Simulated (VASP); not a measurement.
# AlP (F-43m) in VASP: density of states with PBE

Aim: the density of states of AlP with PBE.

Everything below comes from runs of VASP 6.6.1. Logs are shortened: lines on timing, memory, paths and dates and some standing lists are left out, and cuts for length are marked.

**1. The structure**

The structure is cubic, space group F-43m (No. 216). The conventional cell has a = 5.507 Å, b = 5.507 Å, c = 5.507 Å, α = 90.00°, β = 90.00°, γ = 90.00°. Al (site symmetry -43m) is surrounded by 4 P at 2.38 Å. P (site symmetry -43m) has 4 Al at 2.38 Å as nearest neighbours.

**2. Density of states, PBE**

POSCAR reads:

```
AlP
1.0
    0.0000000000      2.7534005752      2.7534005752
    2.7534005752      0.0000000000      2.7534005752
    2.7534005752      2.7534005752      0.0000000000
Al P
1 1
Direct
    0.0000000000      0.0000000000      0.0000000000
    0.2500000000      0.2500000000      0.2500000000
```

INCAR.step1 reads:

```
PREC = Accurate ; ENCUT = 520
EDIFF = 1E-6 ; ISMEAR = 0
SIGMA = 0.02 ; LREAL = False
LASPH = True ; NELM = 60
ALGO = Fast ; ISIF = 2
LWAVE = False ; LCHARG = True
GGA = PE ; NBANDS = 11
```

KPOINTS.step1 reads:

```
Automatic mesh
0
Gamma
  8 8 8
```

INCAR.step2 reads:

```
PREC = Accurate ; ENCUT = 520
EDIFF = 1E-6 ; ISMEAR = -5
SIGMA = 0.02 ; LREAL = False
LASPH = True ; NELM = 60
ALGO = Fast ; ISIF = 2
LWAVE = False ; LCHARG = False
GGA = PE ; LORBIT = 11
NEDOS = 1001 ; ICHARG = 11
```

KPOINTS.step2 reads:

```
Automatic mesh
0
Gamma
  12 12 12
```

Potentials or basis: VASP PAW PBE potentials, release 64 (Al, P).

Command:

```bash
cat potpaw_PBE.64/Al/POTCAR potpaw_PBE.64/P/POTCAR > POTCAR
cp INCAR.step1 INCAR
cp KPOINTS.step1 KPOINTS
mpirun -np 1 vasp_std > vasp.out
cp INCAR.step2 INCAR
cp KPOINTS.step2 KPOINTS
mpirun -np 1 vasp_std > vasp.out
```

OUTCAR:

```text
PREC = Accurate
   ENCUT = 520
   EDIFF = 1E-6
   ISMEAR = -5
   LREAL = False
   LASPH = True
   NELM = 60
   ISIF = 2
   GGA = PE
   LORBIT = 11
   ICHARG = 11

 ion  position               nearest neighbor table
   1  0.000  0.000  0.000-   2 2.38   2 2.38   2 2.38   2 2.38
   2  0.250  0.250  0.250-   1 2.38   1 2.38   1 2.38   1 2.38

  LATTYP: Found a face centered cubic cell.
 ALAT       =     5.5068011504

  Lattice vectors:

 A1 = (   0.0000000000,   2.7534005752,   2.7534005752)
 A2 = (   2.7534005752,   0.0000000000,   2.7534005752)
 A3 = (   2.7534005752,   2.7534005752,   0.0000000000)

Analysis of symmetry for initial positions (statically):
=====================================================================
 Subroutine PRICEL returns:
 Original cell was already a primitive cell.

 Routine SETGRP: Setting up the symmetry group for a
 face centered cubic supercell.

 Subroutine GETGRP returns: Found 24 space group operations
 (whereof 24 operations were pure point group operations)
 out of a pool of 48 trial point group operations.

The static configuration has the point symmetry T_d .

Analysis of symmetry for dynamics (positions and initial velocities):
=====================================================================
 Subroutine PRICEL returns:
 Original cell was already a primitive cell.

 Routine SETGRP: Setting up the symmetry group for a
 face centered cubic supercell.

 Subroutine GETGRP returns: Found 24 space group operations
 (whereof 24 operations were pure point group operations)
 out of a pool of 48 trial point group operations.

The dynamic configuration has the point symmetry T_d .

 Subroutine INISYM returns: Found 24 space group operations
 (whereof 24 operations are pure point group operations),
 and found     1 'primitive' translations

----------------------------------------------------------------------------------------

                                     Primitive cell

  volume of cell :      41.7482

  direct lattice vectors                    reciprocal lattice vectors
     0.000000000  2.753400575  2.753400575    -0.181593628  0.181593628  0.181593628
     2.753400575  0.000000000  2.753400575     0.181593628 -0.181593628  0.181593628
     2.753400575  2.753400575  0.000000000     0.181593628  0.181593628 -0.181593628

  length of vectors
     3.893896436  3.893896436  3.893896436     0.314529390  0.314529390  0.314529390

  position of ions in fractional coordinates (direct lattice)
     0.000000000  0.000000000  0.000000000
     0.250000000  0.250000000  0.250000000

  ion indices of the primitive-cell ions
   primitive index   ion index
                 1           1
                 2           2

----------------------------------------------------------------------------------------

 KPOINTS: Automatic mesh

Automatic generation of k-mesh.
 Grid dimensions read from file:
 generate k-points for:   12   12   12

 Generating k-lattice:

  Cartesian coordinates                     Fractional coordinates (reciprocal lattice)
    -0.015132802  0.015132802  0.015132802     0.083333333  0.000000000  0.000000000
     0.015132802 -0.015132802  0.015132802     0.000000000  0.083333333  0.000000000
     0.015132802  0.015132802 -0.015132802     0.000000000  0.000000000  0.083333333

  Length of vectors
     0.026210783  0.026210783  0.026210783

  Shift w.r.t. Gamma in fractional coordinates (k-lattice)
     0.000000000  0.000000000  0.000000000

 TETIRR: Found    247 inequivalent tetrahedra from    10368

 Subroutine IBZKPT returns following result:
 ===========================================

 Found     72 irreducible k-points:

 Following reciprocal coordinates:
            Coordinates               Weight
  0.000000  0.000000  0.000000      1.000000
  0.083333  0.000000  0.000000      8.000000
  0.166667  0.000000  0.000000      8.000000
  0.250000  0.000000  0.000000      8.000000
  0.333333  0.000000  0.000000      8.000000
  0.416667  0.000000  0.000000      8.000000
[... 16 lines left out ...]
  0.500000  0.166667  0.000000     24.000000
 -0.416667  0.166667  0.000000     24.000000
 [... further k-points ...]
   k-points           NKPTS =     72   k-points in BZ     NKDIM =     72   number of bands    NBANDS=      8
   number of dos      NEDOS =   1001   number of ions     NIONS =      2
   total plane-waves  NPLWV =  27000
   dimension x,y,z NGX =    30 NGY =   30 NGZ =   30
   dimension x,y,z NGXF=    60 NGYF=   60 NGZF=   60
   ions per type =               1   1
   NGX,Y,Z   is equivalent  to a cutoff of  12.81, 12.81, 12.81 a.u.
   NGXF,Y,Z  is equivalent  to a cutoff of  25.62, 25.62, 25.62 a.u.
 SYSTEM =  unknown system
   PREC   = accura    normal or accurate (medium, high low for compatibility)
   ISTART =      0    job   : 0-new  1-cont  2-samecut
   ICHARG =     11    charge: 1-file 2-atom 10-const
   ISPIN  =      1    spin polarized calculation?
   LNONCOLLINEAR =      F non collinear calculations
   LSORBIT =      F    spin-orbit coupling
   LASPH  =      T    aspherical Exc in radial PAW
   ENCUT  =  520.0 eV  38.22 Ry    6.18 a.u.   7.24  7.24  7.24*2*pi/ulx,y,z
   NELM   =     60;   NELMIN=  2; NELMDL=  0     # of ELM steps
   EDIFF  = 0.1E-05   stopping-criterion for ELM
   LREAL  =      F    real-space projection
   EDIFFG = 0.1E-04   stopping-criterion for IOM
   NSW    =      0    number of steps for IOM
   IBRION =     -1    ionic relax: 0-MD 1-quasi-New 2-CG
   NFREE  =      0    steps in history (QN), initial steepest desc. (CG)
   ISIF   =      2    stress and relaxation
   ISYM   =      2    0-nonsym 1-usesym 2-fastsym
   POTIM  = 0.5000    time-step for ionic-motion
   TEBEG  =    0.0;   TEEND  =   0.0 temperature during run
   PSTRESS=    0.0 pullay stress
   NELECT =       8.0000    total number of electrons
   NUPDOWN=      -1.0000    fix difference up-down
   EMIN   =  10.00;   EMAX   =-10.00  energy-range for DOS
   EFERMI =   0.00;   METHOD = LEGACY
   ISMEAR =    -5;   SIGMA  =   0.02  broadening in eV -4-tet -1-fermi 0-gaus
   EFERMI_NEDOS =   21; number of points for ismear=-14 and -15
   IALGO  =     68    algorithm
   IMIX   =      4    mixing-type and parameters
     AMIX     =   0.40;   BMIX     =  1.00
     AMIX_MAG =   1.60;   BMIX_MAG =  1.00
  volume/ion in A,a.u.               =      20.87       140.87
  Fermi-wavevector in a.u.,A,eV,Ry     =   0.943826  1.783573 12.120181  0.890808
  Thomas-Fermi vector in A             =   2.071572
   LORBIT       =     11    0 simple, 1 ext, 2 COOP (PROOUT), +10 PAW based schemes
   GGA     = PE    functional components
   LHFCALC =     F    Hartree Fock is set to
   AEXX    =    0.0000 exact exchange contribution
   IVDW    =     0    specifies the selected vdW correction
   LEPSILON=     F    determine dielectric tensor
   LRPA    =     F    only Hartree local field effects (RPA)
 non-spin polarized calculation
 RMM-DIIS sequential band-by-band and
 Fermi weights with tetrahedron method with Bloechl corrections
  energy-cutoff  :      520.00
  volume of cell :       41.75
 maximum number of plane-waves:      1158
 NGX is ok and might be reduce to    30

 number of electron       8.0000000 magnetization

 Free energy of the ion-electron system (eV)
  ---------------------------------------------------
  ext. energy  EPLUGINS =         0.00000000
  ---------------------------------------------------
  free energy    TOTEN  =       -10.37777001 eV

  energy without entropy =      -10.37777001  energy(sigma->0) =      -10.37777001

 E-fermi :   4.3493     XC(G=0):  -9.1095

 val. band max:        4.3489460777   @ k =   0.0000   0.0000   0.0000
 cond. band min:       5.9778467332   @ k =   0.5000   0.5000   0.0000
 fundamental gap:      1.6289006555
 Fermi energy:         4.3492545290

 k-point     1 :       0.0000    0.0000    0.0000
  band No.  band energies     occupation
      1      -7.0114      2.00000
      2       4.3489      2.00000
      3       4.3489      2.00000
      4       4.3489      2.00000
      5       7.4366      0.00000
      6       8.8742      0.00000
      7       8.8742      0.00000
      8       8.8742      0.00000

 k-point     2 :       0.0833    0.0000    0.0000
  band No.  band energies     occupation
      1      -6.9365      2.00000
      2       3.7189      2.00000
      3       4.2804      2.00000
      4       4.2804      2.00000
      5       7.8027      0.00000
      6       9.0019      0.00000
      7       9.0093      0.00000
      8       9.0093      0.00000

 k-point     3 :       0.1667    0.0000    0.0000
  band No.  band energies     occupation
      1      -6.7174      2.00000
      2       2.4965      2.00000
      3       4.1122      2.00000
      4       4.1122      2.00000
      5       7.8513      0.00000
      6       9.2999      0.00000
      7       9.2999      0.00000
      8       9.8758      0.00000
[... 210 lines left out ...]
 k-point    23 :       0.5000    0.1667    0.0000
  band No.  band energies     occupation
      1      -5.2782      2.00000
      2      -0.7278      2.00000
      3       2.3917      2.00000
      4       3.1793      2.00000
      5       7.6401      0.00000
      6       9.3675      0.00000
      7      10.2501      0.00000
      8      11.6633      0.00000

 k-point    24 :      -0.4167    0.1667    0.0000
  band No.  band energies     occupation
      1      -5.2277      2.00000
      2      -0.8136      2.00000
      3       2.2105      2.00000
      4       3.3216      2.00000
      5       7.7744      0.00000
      6       9.3363      0.00000
      7      10.0602      0.00000
      8      12.5402      0.00000

 [... further k-points ...]

------------------------ aborting loop because EDIFF is reached ----------------------------------------

  FORCE on cell =-STRESS in cart. coord.  units (eV):
  Direction    XX          YY          ZZ          XY          YZ          ZX
  --------------------------------------------------------------------------------------
  -------------------------------------------------------------------------------------
  Total       -0.0203268     -0.0203268     -0.0203268      0.0000000      0.0000000     -0.0000000
  in kB       -0.7800833     -0.7800833     -0.7800833      0.0000000      0.0000000     -0.0000000
  external PRESSURE =      -0.7800833 kB  Pullay stress =       0.0000000 kB

 VOLUME and BASIS-vectors are now :
 -----------------------------------------------------------------------------
  energy-cutoff  :      520.00
  volume of cell :       41.75
      direct lattice vectors                 reciprocal lattice vectors
     0.000000000  2.753400575  2.753400575    -0.181593628  0.181593628  0.181593628
     2.753400575  0.000000000  2.753400575     0.181593628 -0.181593628  0.181593628
     2.753400575  2.753400575  0.000000000     0.181593628  0.181593628 -0.181593628

 POSITION                                       TOTAL-FORCE (eV/Angst)
 -----------------------------------------------------------------------------------
      0.00000      0.00000      0.00000        -0.000000      0.000000     -0.000000
      1.37670      1.37670      1.37670         0.000000     -0.000000      0.000000
 -----------------------------------------------------------------------------------
    total drift:                               -0.000000     -0.000000     -0.000000

  FREE ENERGIE OF THE ION-ELECTRON SYSTEM (eV)
  ---------------------------------------------------
  free  energy   TOTEN  =       -10.3777700139 eV

  energy  without entropy=      -10.3777700139  energy(sigma->0) =      -10.37777001

 total charge

# of ion       s       p       d       tot
------------------------------------------
    1        0.394   0.375   0.000   0.769
    2        1.010   1.580   0.000   2.590
--------------------------------------------------
tot          1.404   1.954   0.000   3.359
```

Wall time 16 s (1 thread of AMD EPYC 9R45 (Zen 5), shared host); peak memory 0.13 GiB.

Results:

```yaml
Valence_electrons_inside_the_program's_atomic_spheres: Al 0.77; P 2.59
```

Levels at points of the mesh, in eV from the valence-band top:
```
           k point  band 1  band 2  band 3  band 4  band 5  band 6  band 7  band 8
(0.00, 0.00, 0.00)  -11.36    0.00    0.00    0.00    3.09    4.53    4.53    4.53
(0.50, 0.00, 0.00)   -9.74   -5.42   -0.75   -0.75    2.72    4.81    4.81    8.20
(0.50, 0.50, 0.00)   -9.11   -5.22   -2.05   -2.05    1.63    2.47   10.85   10.87
```

States per cell in windows of 1 eV (zero at the valence-band top; states under -8 eV left out):
| from (eV) | total | P2_p | Al1_p | Al1_s | P2_s | Al1_d | P2_d |
| --- | --- | --- | --- | --- | --- | --- | --- |
| -8.0 | 0.00 | 0.00 | 0.00 | 0.00 | 0.00 | 0.00 | 0.00 |
| -7.0 | 0.00 | 0.00 | 0.00 | 0.00 | 0.00 | 0.00 | 0.00 |
| -6.0 | 0.23 | 0.04 | 0.01 | 0.03 | 0.00 | 0.00 | 0.00 |
| -5.0 | 1.27 | 0.22 | 0.02 | 0.20 | 0.04 | 0.00 | 0.00 |
| -4.0 | 0.56 | 0.12 | 0.03 | 0.03 | 0.02 | 0.00 | 0.00 |
| -3.0 | 1.33 | 0.34 | 0.09 | 0.03 | 0.02 | 0.00 | 0.00 |
| -2.0 | 1.69 | 0.52 | 0.13 | 0.02 | 0.01 | 0.00 | 0.00 |
| -1.0 | 0.90 | 0.32 | 0.06 | 0.00 | 0.00 | 0.00 | 0.00 |
| 0.0 | 0.00 | 0.00 | 0.00 | 0.00 | 0.00 | 0.00 | 0.00 |
| 1.0 | 0.02 | 0.00 | 0.00 | 0.00 | 0.00 | 0.00 | 0.00 |
| 2.0 | 0.45 | 0.02 | 0.02 | 0.02 | 0.02 | 0.00 | 0.00 |
| 3.0 | 1.65 | 0.11 | 0.08 | 0.14 | 0.08 | 0.00 | 0.00 |
| 4.0 | 1.40 | 0.11 | 0.12 | 0.07 | 0.05 | 0.00 | 0.00 |
| 5.0 | 1.46 | 0.13 | 0.15 | 0.04 | 0.03 | 0.00 | 0.00 |
| 6.0 | 1.24 | 0.14 | 0.12 | 0.04 | 0.03 | 0.00 | 0.00 |
| 7.0 | 1.09 | 0.14 | 0.09 | 0.02 | 0.02 | 0.00 | 0.00 |
